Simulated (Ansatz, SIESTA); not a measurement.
Given: the input of a run of SIESTA 5.4.2 on KBr. 

KBr.fdf

```
SystemName                      KBr
SystemLabel                     KBr
NumberOfSpecies                 2
NumberOfAtoms                   2
%block ChemicalSpeciesLabel
  1  35 Br
  2  19 K
%endblock ChemicalSpeciesLabel

UseStructFile                   true

%block kgrid.MonkhorstPack
    7   0   0  0.0
    0   7   0  0.0
    0   0   7  0.0
%endblock kgrid.MonkhorstPack
XC.Functional                   GGA
XC.Authors                      PBE
PAO.BasisSize                   DZP
PAO.EnergyShift                 0.003 Ry
Mesh.Cutoff                     800 Ry
OccupationFunction              FD
ElectronicTemperature           0.05 eV
MaxSCFIterations                120
SCF.MustConverge                false
SCF.Mixer.Method                Pulay
SCF.Mixer.Weight                0.25
SCF.Mixer.History               8
SCF.DM.Tolerance                5.0e-05
SCF.H.Tolerance                 1.0e-03 eV
WriteForces                     true
Charge.Mulliken                 end
Charge.Hirshfeld                end
Charge.Voronoi                  end
SaveRho                         true
SaveElectrostaticPotential      true
%block PAO.Basis
  K 5
  n=3 0 2
    3.889 0.000
  n=4 0 2
    9.500 0.000
  n=3 1 2
    4.612 0.000
  n=4 1 1
    9.500
  n=3 2 1
    7.000
%endblock PAO.Basis
```

File KBr.STRUCT_IN:

```
   0.0000000000     3.3000000000     3.3000000000
   3.3000000000     0.0000000000     3.3000000000
   3.3000000000     3.3000000000     0.0000000000
2
1  35    0.5000000000     0.5000000000     0.5000000000
2  19    0.0000000000     0.0000000000     0.0000000000
```

Potentials or basis: PseudoDojo 0.4 standard (PBE files), converted to PSML, two zetas on semicore shells, DZP (energy shift 0.003 Ry; two zetas on semicore shells; d shell added on K).

Run with:

```console
$ siesta < KBr.fdf > KBr.out 2>&1
```

Set up the same calculation for Ansatz 0.2.0. Potentials or basis there: Ansatz PAW (earlier soft set), cutoff 420 eV.

As run (cutoffs and basis follow the program's own potentials, and thresholds, step limits or extra output files can differ):

The input input.yaml:

```yaml
crystal:
  lattice:
    - [0.0, 3.3, 3.3]
    - [3.3, 0.0, 3.3]
    - [3.3, 3.3, 0.0]
  atoms:
    - { symbol: Br, position: [0.5, 0.5, 0.5] }
    - { symbol: K, position: [0.0, 0.0, 0.0] }
hamiltonian:
  xc: pbe
  pseudopotentials: { kind: paw, azcp: { folder: soft_1 } }
kpoints:
  mp_grid: { grid: [7, 7, 7] }
scf:
  occupations: { method: fermi_dirac, width: 0.05 }
output:
  forces: true
  stress: true
  eigenvalues: true
```

Potentials or basis: Ansatz PAW soft_1.

Command:

```console
$ ansatz run input.yaml --threads 1 --pin off --max-ram 3584MiB --backend cpu --events-out ev --progress --plain --runs-dir out
```

Both were run:

|  | SIESTA | Ansatz |
| --- | --- | --- |
| Pressure | 0.8 GPa | 0.7 GPa |

Ansatz's pressure holds a Pulay term of +0.00 GPa for its cutoff of 420 eV, which the other run lacks.

Where Ansatz's input types no cutoff or centring, it takes its own default and a Γ-centred mesh.

Pressure is positive in compression.
